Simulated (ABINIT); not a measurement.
A run of ABINIT 10.8.3 (patched build) is set up as follows.

Contents of run.abi:

```
# Datasets: ground state, then fixed potential
ndtset 2

# Pseudopotentials
pp_dirpath "./"
pseudos "Pb.GGA_PBE-JTH.xml"

# Structure
acell 6.6144323282 6.6144323282 6.6144323282
rprim
     0.0000000000     0.7071067812     0.7071067812
     0.7071067812     0.0000000000     0.7071067812
     0.7071067812     0.7071067812     0.0000000000
ntypat 1
znucl 82
natom 1
typat 1
xred
     0.0000000000     0.0000000000     0.0000000000

# Plane-wave basis
ecut 20.0
pawecutdg 40.0

# Exchange and correlation
ixc -497498
usekden 1
pawxcdev 0

# Bands and occupations
occopt 3
tsmear 0.05 eV

# SCF cycle
nstep 100

# Output
iomode 3
prtwf 0
prteig 0
prtebands 0
enunit 1
prtden1 1
prtkden1 1
prtvha1 1
prtvclmb1 1
prtpot1 1

# Dataset 1
kptopt1 1
ngkpt1 9 9 9
nshiftk1 1
shiftk1 0.0 0.0 0.0
nband1 11
tolvrs1 1.0e-7

# Dataset 2: bands along G-X-W-K-G-L-U-W-L-K
iscf2 -2
getden2 1
getkden2 1
nband2 15
nbdbuf2 2
tolwfr2 1.0e-12
kptopt2 -9
ndivsm2 8
prteig2 1
prtvol2 -3
kptbounds2
     0.0000000000     0.0000000000     0.0000000000
     0.5000000000     0.0000000000     0.5000000000
     0.5000000000     0.2500000000     0.7500000000
     0.3750000000     0.3750000000     0.7500000000
     0.0000000000     0.0000000000     0.0000000000
     0.5000000000     0.5000000000     0.5000000000
     0.6250000000     0.2500000000     0.6250000000
     0.5000000000     0.2500000000     0.7500000000
     0.5000000000     0.5000000000     0.5000000000
     0.3750000000     0.3750000000     0.7500000000
```

Potentials or basis: JTH PAW PBE v2.0.

Launch:

```sh
$ abinit run.abi > log 2>&1
```

(1) Estimate the band gap on the k mesh.

Results:

(1) none (metal or under the smearing width).

Caveat: spin-orbit coupling is left out, which moves the levels of the heavy elements.
